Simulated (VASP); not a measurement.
## Si (strained diamond), PBE single-point calculation: Ansatz's output and VASP's

```yaml
crystal:
  lattice:
    - [0.00000, 2.61323, 2.61323]
    - [2.61323, 0.00000, 2.61323]
    - [2.61323, 2.61323, 0.00000]
  atoms:
    - { symbol: Si, position: [0.00000, 0.00000, 0.00000] }
    - { symbol: Si, position: [0.25000, 0.25000, 0.25000] }
```

Ansatz printed

```
SCF 1 converged in 6 iterations: F = -1271.381041 eV  dr2 = 3.28e-11
  greatest PAW one-centre occupation: 0.645 electrons in one spin orbital (limit 2), on the Si atom at site 1 (counted from 0), in its partial waves of l = 0
NSCF: frozen V_eff on 7 k-points
SCF converged after 6 iterations
Free energy (F): -1271.381041 eV
Harris-Foulkes:  -1271.381041 eV  (|F-HF|=3.41e-12)
Internal energy: -1271.381041 eV  (E = F + TS)
E sigma→0 (E₀):  -1271.381041 eV
Entropy (-TS):   -0.000000 eV (-0.000 meV/atom)
Fermi energy:    7.700932 eV
--- Per-component energies (eV) ---
  E_band       = 16.704317
  E_kinetic    = 84.924159
  E_local      = -47.896182  (includes V_loc(G=0)·N_el)
  E_nonlocal   = 53.783311
  E_hartree    = 13.572271
  E_xc         = -112.222887
  E_vxc        = -95.890141  (∫ρ·V_xc dr)
  E_paw        = -1026.079703  (= ΣΔE_a)
  E_vpaw       = -5.361399  (= ΣTr[D̂ρ^β])
  E_aug_tail   = 0.000012  (compensation charges beyond the density's cutoff)
  E_ewald      = -237.462020
  E_smearing   = -0.000000  (= −TS)
  E_closure    = 0.000000  (closes the sum)
  Σ components = -1271.381041   (vs F -1271.381041, Δ=0.00e0)
--- Forces (eV/Å), atoms counted from 1 ---
  atom   1  Si     0.00000000    -0.00000000     0.00000000
  atom   2  Si     0.00000000     0.00000000    -0.00000000
  max |Σ_I F_I| component: 5.55e-17 eV/Å
--- Stress (GPa, compression-positive) ---
       16.222069      -0.000000      -0.000000
       -0.000000      16.222069       0.000000
       -0.000000      -0.000000      16.222069
  P = ⅓ Tr σ = 16.2221 GPa (162.221 kbar)
--- Band table (eV; the first three rows and the last of 29) ---
  k-point 0: bands = ["-5.2890", "7.5068", "7.5068", "7.5068", "10.1037", "10.1037", "10.1037", "12.2428"]
  k-point 1: bands = ["-5.0638", "5.8457", "7.1825", "7.1825", "10.2750", "10.5785", "10.5785", "13.3656"]
  k-point 2: bands = ["-4.4042", "3.3368", "6.6706", "6.6706", "9.9114", "11.0879", "11.0879", "14.7403"]
  k-point 28: bands = ["-0.4867", "-0.4867", "3.1376", "3.1376", "11.7541", "11.7541", "12.8905", "12.8905"]
```

The two codes use different PAW datasets and cutoffs. VASP's cell holds 8 valence electrons and Ansatz's 8. Ansatz's stress includes a Pulay correction; VASP's doesn't.

Question: What does VASP give for the same cell and level of theory?

Answer: gap between bands v and c 0.34 eV; least direct gap 2.60 eV; pressure 16.1 GPa.

From OUTCAR

```
k-points           NKPTS =     29   k-points in BZ     NKDIM =     29   number of bands    NBANDS=     11

   NELECT =       8.0000    total number of electrons

   dimension x,y,z NGX =    28 NGY =   28 NGZ =   28
   dimension x,y,z NGXF=    56 NGYF=   56 NGZF=   56

  energy-cutoff  :      520.00
  volume of cell :       35.69
      direct lattice vectors                 reciprocal lattice vectors
     0.000000000  2.613234140  2.613234140    -0.191333793  0.191333793  0.191333793
     2.613234140  0.000000000  2.613234140     0.191333793 -0.191333793  0.191333793
     2.613234140  2.613234140  0.000000000     0.191333793  0.191333793 -0.191333793

 k-points in reciprocal lattice and weights: KPOINTS created by Atomic Simulation Env
   0.00000000  0.00000000  0.00000000       0.002
   0.12500000  0.00000000  0.00000000       0.016
   0.25000000  0.00000000  0.00000000       0.016
   0.37500000  0.00000000  0.00000000       0.016
   0.50000000  0.00000000  0.00000000       0.008
   0.12500000  0.12500000  0.00000000       0.012
   0.25000000  0.12500000  0.00000000       0.047
   0.37500000  0.12500000  0.00000000       0.047
   ...

 E-fermi :   7.2496

 k-point     1 :       0.0000    0.0000    0.0000
  band No.  band energies     occupation
      1      -5.7357      2.00000
      2       7.0545      1.99988
      3       7.0545      1.99988
      4       7.0545      1.99988
      5       9.6574      0.00000
      6       9.6574      0.00000
      7       9.6574      0.00000
      8      11.8057      0.00000
      9      14.8203      0.00000
     10      14.8203      0.00000
     11      15.4924      0.00000

 k-point     2 :       0.1250    0.0000    0.0000
  band No.  band energies     occupation
      1      -5.5105      2.00000
      2       5.3959      2.00000
      3       6.7311      2.00000
      4       6.7311      2.00000
      5       9.8282      0.00000
      6      10.1315      0.00000
      7      10.1315      0.00000
      8      12.9261      0.00000
      9      14.2900      0.00000
     10      14.2900      0.00000
     11      16.3373      0.00000

 k-point     3 :       0.2500    0.0000    0.0000
  band No.  band energies     occupation
      1      -4.8509      2.00000
      2       2.8882      2.00000
      3       6.2203      2.00000
      4       6.2203      2.00000
      5       9.4648      0.00000
      6      10.6395      0.00000
      7      10.6395      0.00000
      8      14.2865      0.00000
      9      14.2865      0.00000
     10      14.9312      0.00000
     11      16.5009      0.00000

 k-point     4 :       0.3750    0.0000    0.0000
  band No.  band energies     occupation
      1      -3.8464      2.00000
      2       0.6694      2.00000
      3       5.8736      2.00000
      4       5.8736      2.00000
      5       9.1248      0.00000
      6      10.4718      0.00000
      7      10.4718      0.00000
      8      15.1461      0.00000
      9      15.8709      0.00000
     10      15.8709      0.00000
     11      17.8509      0.00000

 k-point     5 :       0.5000    0.0000    0.0000
  band No.  band energies     occupation
      1      -3.0962      2.00000
      2      -0.4964      2.00000
      3       5.7566      2.00000
      4       5.7566      2.00000
      5       9.0025      0.00000
      6      10.3166      0.00000
      7      10.3166      0.00000
      8      14.9140      0.00000
      9      17.8969      0.00000
     10      17.8969      0.00000
     11      19.1090      0.00000

 k-point     6 :       0.1250    0.1250    0.0000
  band No.  band energies     occupation
      1      -5.4348      2.00000
      2       5.8123      2.00000
      3       6.1373      2.00000
      4       6.1373      2.00000
      5       9.0461      0.00000
      6      10.9392      0.00000
      7      10.9392      0.00000
      8      12.3029      0.00000
      9      13.9208      0.00000
     10      15.1479      0.00000
     11      16.6754      0.00000

 k-point     7 :       0.2500    0.1250    0.0000
  band No.  band energies     occupation
      1      -4.9169      2.00000
      2       3.7117      2.00000
      3       5.5760      2.00000
      4       5.7329      2.00000
      5       9.2109      0.00000
      6      11.2026      0.00000
      7      11.7458      0.00000
      8      11.8027      0.00000
      9      15.3490      0.00000
     10      15.5375      0.00000
     11      17.6122      0.00000

 k-point     8 :       0.3750    0.1250    0.0000
  band No.  band energies     occupation
      1      -4.0078      2.00000
      2       1.4387      2.00000
      3       5.0952      2.00000
      4       5.2931      2.00000
      5       9.3541      0.00000
      6      10.9841      0.00000
      7      11.6282      0.00000
      8      12.6807      0.00000
      9      16.6546      0.00000
     10      16.7406      0.00000
     11      18.0982      0.00000

 ...

  Total        3.5917509      3.5917509      3.5917509      0.0000000      0.0000000      0.0000000
  in kB      161.2322185    161.2322185    161.2322185      0.0000000      0.0000000      0.0000000
  external PRESSURE =     161.2322185 kB  Pullay stress =       0.0000000 kB

 POSITION                                       TOTAL-FORCE (eV/Angst)
 -----------------------------------------------------------------------------------
      0.00000      0.00000      0.00000        -0.000000     -0.000000      0.000000
      1.30662      1.30662      1.30662         0.000000      0.000000     -0.000000
 -----------------------------------------------------------------------------------
    total drift:                                0.000000      0.000000     -0.000000

  FREE ENERGIE OF THE ION-ELECTRON SYSTEM (eV)
  ---------------------------------------------------
  free  energy   TOTEN  =       -10.6132785870 eV

  energy  without entropy=      -10.6132782814  energy(sigma->0) =      -10.61327843
```
